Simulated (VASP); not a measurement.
# Bi (C2/m) in VASP: notebook

One crystal, Bi, is run at these levels: PBE; tasks: single point.

Everything below comes from runs of VASP 6.6.1. Logs are shortened: lines on timing, memory, paths and dates and some standing lists are left out, and cuts for length are marked.

## Step 1: Starting point

It takes space group C2/m (No. 12, monoclinic). Conventional cell: a = 6.977 Å, b = 6.265 Å, c = 3.359 Å, α = 90.00°, β = 112.04°, γ = 90.00°. Bi (site symmetry m) has 6 Bi at 3.21 to 3.45 Å as nearest neighbours.

This isn't the form of Bi at room conditions, which is rhombohedral.

## Step 2: Single point, PBE

File INCAR:

```
SYSTEM = Bi
ADDGRID = .False.
ALGO = Normal
EDIFF = 1E-6
ENCUT = 520
GGA = PE
ISIF = 2
ISMEAR = 1
LASPH = .True.
LCHARG = .False.
LREAL = .False.
LWAVE = .False.
NBANDS = 22
NELM = 100
PREC = Accurate
SIGMA = 0.15
```

File KPOINTS:

```
k-points
0
Gamma
  3 3 4
  0 0 0
```

File POSCAR:

```
Bi
1.0
    3.4885980000     -3.1325780000      0.0000000000
    3.4885980000      3.1325780000      0.0000000000
   -1.2602350000      0.0000000000      3.1135500000
Bi
2
Direct
    0.7530610000      0.7530610000      0.8573820000
    0.2469390000      0.2469390000      0.1426180000
```

Potentials or basis: VASP PAW PBE potentials, release 64 (Bi_d).

Run with:

```
> cat potpaw_PBE.64/Bi_d/POTCAR > POTCAR
> mpirun -np 1 vasp_std > vasp.out
```

OUTCAR:

```text
SYSTEM = Bi
   EDIFF = 1E-6
   ENCUT = 520
   GGA = PE
   ISIF = 2
   ISMEAR = 1
   LASPH = .True.
   LREAL = .False.
   NELM = 100
   PREC = Accurate

 Found     14 irreducible k-points:

 Following reciprocal coordinates:
            Coordinates               Weight
  0.000000  0.000000  0.000000      1.000000
  0.333333 -0.000000  0.000000      4.000000
  0.333333  0.333333  0.000000      2.000000
 -0.333333  0.333333  0.000000      2.000000
  0.000000  0.000000  0.250000      2.000000
  0.333333 -0.000000  0.250000      4.000000
   k-points           NKPTS =     14   k-points in BZ     NKDIM =     14   number of bands    NBANDS=     22
   number of dos      NEDOS =    301   number of ions     NIONS =      2
   total plane-waves  NPLWV =  36288
   dimension x,y,z NGX =    36 NGY =   36 NGZ =   28
   dimension x,y,z NGXF=    72 NGYF=   72 NGZF=   56
   ions per type =               2
   NGX,Y,Z   is equivalent  to a cutoff of  12.76, 12.76, 13.86 a.u.
   NGXF,Y,Z  is equivalent  to a cutoff of  25.53, 25.53, 27.72 a.u.
 SYSTEM =  Bi
   PREC   = accura    normal or accurate (medium, high low for compatibility)
   ISTART =      0    job   : 0-new  1-cont  2-samecut
   ICHARG =      2    charge: 1-file 2-atom 10-const
   ISPIN  =      1    spin polarized calculation?
   LNONCOLLINEAR =      F non collinear calculations
   LSORBIT =      F    spin-orbit coupling
   LASPH  =      T    aspherical Exc in radial PAW
   ENCUT  =  520.0 eV  38.22 Ry    6.18 a.u.   8.72  8.72  6.25*2*pi/ulx,y,z
   NELM   =    100;   NELMIN=  2; NELMDL= -5     # of ELM steps
   EDIFF  = 0.1E-05   stopping-criterion for ELM
   LREAL  =      F    real-space projection
   EDIFFG = 0.1E-04   stopping-criterion for IOM
   NSW    =      0    number of steps for IOM
   IBRION =     -1    ionic relax: 0-MD 1-quasi-New 2-CG
   NFREE  =      0    steps in history (QN), initial steepest desc. (CG)
   ISIF   =      2    stress and relaxation
   ISYM   =      2    0-nonsym 1-usesym 2-fastsym
   POTIM  = 0.5000    time-step for ionic-motion
   TEBEG  =    0.0;   TEEND  =   0.0 temperature during run
   PSTRESS=    0.0 pullay stress
   NELECT =      30.0000    total number of electrons
   NUPDOWN=      -1.0000    fix difference up-down
   EMIN   =  10.00;   EMAX   =-10.00  energy-range for DOS
   EFERMI =   0.00;   METHOD = LEGACY
   ISMEAR =     1;   SIGMA  =   0.15  broadening in eV -4-tet -1-fermi 0-gaus
   EFERMI_NEDOS =   21; number of points for ismear=-14 and -15
   IALGO  =     38    algorithm
   IMIX   =      4    mixing-type and parameters
     AMIX     =   0.40;   BMIX     =  1.00
     AMIX_MAG =   1.60;   BMIX_MAG =  1.00
  volume/ion in A,a.u.               =      34.03       229.62
  Fermi-wavevector in a.u.,A,eV,Ry     =   1.245955  2.354514 21.121737  1.552404
  Thomas-Fermi vector in A             =   2.380154
   LORBIT       =      0    0 simple, 1 ext, 2 COOP (PROOUT), +10 PAW based schemes
   GGA     = PE    functional components
   LHFCALC =     F    Hartree Fock is set to
   AEXX    =    0.0000 exact exchange contribution
   IVDW    =     0    specifies the selected vdW correction
   LEPSILON=     F    determine dielectric tensor
   LRPA    =     F    only Hartree local field effects (RPA)
 non-spin polarized calculation
 Methfessel and Paxton  Order N= 1 SIGMA  =   0.15
  energy-cutoff  :      520.00
  volume of cell :       68.05
 maximum number of plane-waves:      1844
   NGX = 17   NGY = 17   NGZ = 13

 number of electron      30.0000001 magnetization

 Free energy of the ion-electron system (eV)
  ---------------------------------------------------
  ext. energy  EPLUGINS =         0.00000000
  ---------------------------------------------------
  free energy    TOTEN  =        -7.48970241 eV

  energy without entropy =       -7.49327636  energy(sigma->0) =       -7.49089373

 E-fermi :   6.5702     XC(G=0):  -9.7877

 val. band max:        6.5098128908   @ k =  -0.3333   0.3333   0.2500
 cond. band min:       6.7725911758   @ k =  -0.3333   0.3333   0.5000
 fundamental gap:      0.2627782850
 Fermi energy:         6.5702050818

 k-point     1 :       0.0000    0.0000    0.0000
  band No.  band energies     occupation
      1     -16.2286      2.00000
      2     -16.1655      2.00000
      3     -16.1328      2.00000
      4     -16.1210      2.00000
      5     -16.0246      2.00000
      6     -15.9973      2.00000
[... 14 lines left out ...]
     21      14.9842      0.00000
     22      15.4963      0.00000

 k-point     2 :       0.3333   -0.0000    0.0000
  band No.  band energies     occupation
      1     -16.1723      2.00000
      2     -16.1706      2.00000
      3     -16.1325      2.00000
      4     -16.0913      2.00000
      5     -16.0400      2.00000
      6     -16.0065      2.00000
[... 14 lines left out ...]
     21      15.8378      0.00000
     22      16.9805      0.00000

 k-point     3 :       0.3333    0.3333    0.0000
  band No.  band energies     occupation
      1     -16.1768      2.00000
      2     -16.1682      2.00000
      3     -16.0750      2.00000
      4     -16.0702      2.00000
      5     -16.0325      2.00000
      6     -16.0323      2.00000
[... 14 lines left out ...]
     21      16.0595      0.00000
     22      17.2088      0.00000

 k-point     4 :      -0.3333    0.3333    0.0000
  band No.  band energies     occupation
      1     -16.1800      2.00000
      2     -16.1653      2.00000
      3     -16.1147      2.00000
      4     -16.0636      2.00000
      5     -16.0309      2.00000
      6     -16.0108      2.00000
[... 14 lines left out ...]
     21      15.8732      0.00000
     22      15.9302      0.00000

 k-point     5 :       0.0000    0.0000    0.2500
  band No.  band energies     occupation
      1     -16.2020      2.00000
      2     -16.1142      2.00000
      3     -16.0785      2.00000
      4     -16.0534      2.00000
      5     -16.0354      2.00000
      6     -16.0233      2.00000
[... 14 lines left out ...]
     21      14.0265      0.00000
     22      15.6113      0.00000

 k-point     6 :       0.3333   -0.0000    0.2500
  band No.  band energies     occupation
      1     -16.1512      2.00000
      2     -16.1027      2.00000
      3     -16.0911      2.00000
      4     -16.0697      2.00000
      5     -16.0558      2.00000
      6     -16.0170      2.00000
[... 14 lines left out ...]
     21      15.3459      0.00000
     22      16.7445      0.00000

 [... further k-points ...]
[... 5 lines left out ...]
  --------------------------------------------------------------------------------------
  -------------------------------------------------------------------------------------
  Total       -0.3855634     -1.3548781      2.3163504      0.0000000      0.0000000     -1.8483977
  in kB       -9.0775317    -31.8986372     54.5351085      0.0000000      0.0000000    -43.5178404
  external PRESSURE =       4.5196466 kB  Pullay stress =       0.0000000 kB

 VOLUME and BASIS-vectors are now :
 -----------------------------------------------------------------------------
  energy-cutoff  :      520.00
  volume of cell :       68.05
      direct lattice vectors                 reciprocal lattice vectors
     3.488598000 -3.132578000  0.000000000     0.143324052 -0.159612945  0.058011590
     3.488598000  3.132578000  0.000000000     0.143324052  0.159612945  0.058011590
    -1.260235000  0.000000000  3.113550000     0.000000000  0.000000000  0.321176792

 POSITION                                       TOTAL-FORCE (eV/Angst)
 -----------------------------------------------------------------------------------
      4.17375      0.00000      2.66950         0.054462      0.000000     -0.006913
      1.54321      0.00000      0.44405        -0.054462      0.000000      0.006913
 -----------------------------------------------------------------------------------
    total drift:                               -0.000000      0.000000      0.000000

  FREE ENERGIE OF THE ION-ELECTRON SYSTEM (eV)
  ---------------------------------------------------
  free  energy   TOTEN  =        -7.4897024115 eV

  energy  without entropy=       -7.4932763635  energy(sigma->0) =       -7.49089373
```

Wall time 10 s (1 thread of Intel Xeon 6975P-C (Granite Rapids), shared host); peak memory 0.17 GiB.

The run converged, but some of its settings lie outside the range that counts as converged, so its numbers aren't taken as properties of the crystal.

Results:

| Item | Value |
| --- | --- |
| Free energy | -7.4897 eV |
| Pressure | 0.5 GPa |
| Largest force | 0.055 eV/Å |
| Band gap on the k mesh | none (metal or under the smearing width) |

Caveat: the k mesh is coarse (spacing up to 0.50 Å⁻¹), so the values aren't converged; spin-orbit coupling is left out, which moves the levels of the heavy elements.

## Step 3: Single point, PBE

Changes to INCAR since step 2:

```diff
@@ -4,3 +4,3 @@
 EDIFF = 1E-6
-ENCUT = 520
+ENCUT = 650
 GGA = PE
```

File KPOINTS:

```
k-points
0
Gamma
  3 3 3
  0 0 0
```

POSCAR is that of step 2.

Potentials or basis: VASP PAW PBE potentials, release 64 (Bi_d).

Run with:

```
> cat potpaw_PBE.64/Bi_d/POTCAR > POTCAR
> mpirun -np 1 vasp_std > vasp.out
```

OUTCAR:

```text
SYSTEM = Bi
   EDIFF = 1E-6
   ENCUT = 650
   GGA = PE
   ISIF = 2
   ISMEAR = 1
   LASPH = .True.
   LREAL = .False.
   NELM = 100
   PREC = Accurate

 Found     10 irreducible k-points:

 Following reciprocal coordinates:
            Coordinates               Weight
  0.000000  0.000000  0.000000      1.000000
  0.333333  0.000000  0.000000      4.000000
  0.333333  0.333333  0.000000      2.000000
 -0.333333  0.333333  0.000000      2.000000
  0.000000  0.000000  0.333333      2.000000
  0.333333  0.000000  0.333333      4.000000
[... 81 lines left out ...]
      6     -16.0203      2.00000
[... 139 lines left out ...]
     21      15.1912      0.00000
     22      15.9741      0.00000

 [... further k-points ...]
[... 5 lines left out ...]
  --------------------------------------------------------------------------------------
  -------------------------------------------------------------------------------------
  Total       -0.6979720     -0.9091334      0.1551146      0.0000000      0.0000000     -1.5950836
  in kB      -16.4327372    -21.4042271      3.6519490      0.0000000      0.0000000    -37.5539273
  external PRESSURE =     -11.3950051 kB  Pullay stress =       0.0000000 kB

 VOLUME and BASIS-vectors are now :
 -----------------------------------------------------------------------------
  energy-cutoff  :      650.00
  volume of cell :       68.05
      direct lattice vectors                 reciprocal lattice vectors
     3.488598000 -3.132578000  0.000000000     0.143324052 -0.159612945  0.058011590
     3.488598000  3.132578000  0.000000000     0.143324052  0.159612945  0.058011590
    -1.260235000  0.000000000  3.113550000     0.000000000  0.000000000  0.321176792

 POSITION                                       TOTAL-FORCE (eV/Angst)
 -----------------------------------------------------------------------------------
      4.17375      0.00000      2.66950         0.021780      0.000000     -0.021252
      1.54321      0.00000      0.44405        -0.021780      0.000000      0.021252
 -----------------------------------------------------------------------------------
    total drift:                               -0.000000     -0.000000      0.000000

  FREE ENERGIE OF THE ION-ELECTRON SYSTEM (eV)
  ---------------------------------------------------
  free  energy   TOTEN  =        -8.0333058963 eV

  energy  without entropy=       -8.0312270956  energy(sigma->0) =       -8.03261296
```

OSZICAR:

```text
N       E                     dE             d eps       ncg     rms          rms(c)
DAV:   1     0.328262018153E+03    0.32826E+03   -0.18058E+04   440   0.191E+03
DAV:   2     0.201866074910E+02   -0.30808E+03   -0.29942E+03   440   0.478E+02
DAV:   3    -0.703431361834E+01   -0.27221E+02   -0.26884E+02   542   0.151E+02
DAV:   4    -0.799964205599E+01   -0.96533E+00   -0.96496E+00   532   0.301E+01
DAV:   5    -0.803969367641E+01   -0.40052E-01   -0.40051E-01   656   0.564E+00    0.803E-01
DAV:   6    -0.803314277226E+01    0.65509E-02   -0.23059E-02   548   0.174E+00    0.485E-01
DAV:   7    -0.803299941691E+01    0.14336E-03   -0.13953E-02   552   0.126E+00    0.130E-01
DAV:   8    -0.803329085670E+01   -0.29144E-03   -0.14734E-03   524   0.418E-01    0.273E-02
DAV:   9    -0.803331046841E+01   -0.19612E-04   -0.72326E-05   678   0.941E-02    0.903E-03
DAV:  10    -0.803330608059E+01    0.43878E-05   -0.69151E-06   540   0.291E-02    0.163E-03
DAV:  11    -0.803330589631E+01    0.18428E-06   -0.73224E-07   304   0.892E-03
   1 F= -.80333059E+01 E0= -.80326130E+01  d E =-.207880E-02
```

stdout:

```text
POSCAR found type information on POSCAR Bi
 POSCAR found :  1 types and       2 ions
 scaLAPACK will be used
 LDA part: xc-table for (Slater+PW92), standard interpolation
 POSCAR, INCAR and KPOINTS ok, starting setup
 FFT: planning ... GRIDC
 FFT: planning ... GRID_SOFT
 FFT: planning ... GRID
 WAVECAR not read
 entering main loop
```

Wall time 8.6 s (1 thread of Intel Xeon 6975P-C (Granite Rapids), shared host); peak memory 0.19 GiB.

The run converged, but some of its settings lie outside the range that counts as converged, so its numbers aren't taken as properties of the crystal.

Results:

```
Free energy            : -8.0333 eV
Pressure               : -1.1 GPa
Largest force          : 0.030 eV/Å
Band gap on the k mesh : none (metal or under the smearing width)
```

Caveat: the k mesh is coarse (spacing up to 0.67 Å⁻¹), so the values aren't converged; spin-orbit coupling is left out, which moves the levels of the heavy elements.

[end of part 1 of 2]
